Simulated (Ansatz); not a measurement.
The system is Al3Ni2.

```
Ni Al
1.0
     3.99420    0.00000    0.00000
    -1.99710    3.45907    0.00000
     0.00000    0.00000    4.88086
Ni Al
2 3
Cartesian
  1.9971 1.1530 4.1655
  0.0000 2.3060 0.7154
  1.9971 1.1530 1.7177
  0.0000 2.3060 3.1632
  0.0000 0.0000 0.0000
```

The cell comes from a database or a generator and needn't be the stable form of this composition.

| Item | Value |
| --- | --- |
| Program | Ansatz 0.2.0 |
| Task | single point |
| Functional | PBEsol |
| Potentials or basis | Ansatz PAW |
| Cutoff | 420 eV (not typed: the program's choice for these potentials) |
| k mesh | 8 × 8 × 6 |
| Occupations | fermi-dirac, width 0.05 eV |
| Spin | collinear spin, ferromagnetic start |
| Starting moments | [1.0, 1.0, 0.0, 0.0, 0.0] μB |

On this cell: pressure 0.0 GPa; largest force 0.049 eV/Å; net moment 0.00 μB per cell; band gap on the k mesh none (metal or under the smearing width).

The same run follows on a disturbed copy (atoms moved at random, drawn with an rms of 0.05 Å):

```
CELL_PARAMETERS angstrom
3.99420 0.00000 0.00000
-1.99710 3.45907 0.00000
0.00000 0.00000 4.88086
ATOMIC_POSITIONS crystal
Ni 0.66587 0.34291 0.85558
Ni 0.33697 0.67746 0.13701
Al 0.67036 0.33688 0.33561
Al 0.34332 0.66673 0.65206
Al 0.00920 0.99878 0.00090
```

Problem. What does the disturbed cell give?

Solution. The energy (extrapolated to zero smearing) moves by +17.4 meV/atom; pressure 1.1 GPa; largest force 0.934 eV/Å; net moment 0.00 μB per cell; band gap on the k mesh none (metal or under the smearing width).

Forces on the atoms (eV/Å):
```
Ni   0.454 -0.247 -0.572
Ni   0.275 -0.289  0.428
Al   0.065  0.025  0.931
Al  -0.248  0.123 -0.656
Al  -0.547  0.389 -0.131
```

Stress tensor (GPa, compression positive):
```
 1.14 -0.34  0.15
-0.34  0.82 -0.11
 0.15 -0.11  1.34
```

Caveats: the PAW data sets come from PBE, with cores solved anew for the run's functional, which leaves a small shift of forces and pressure; the starting moments weren't kept.
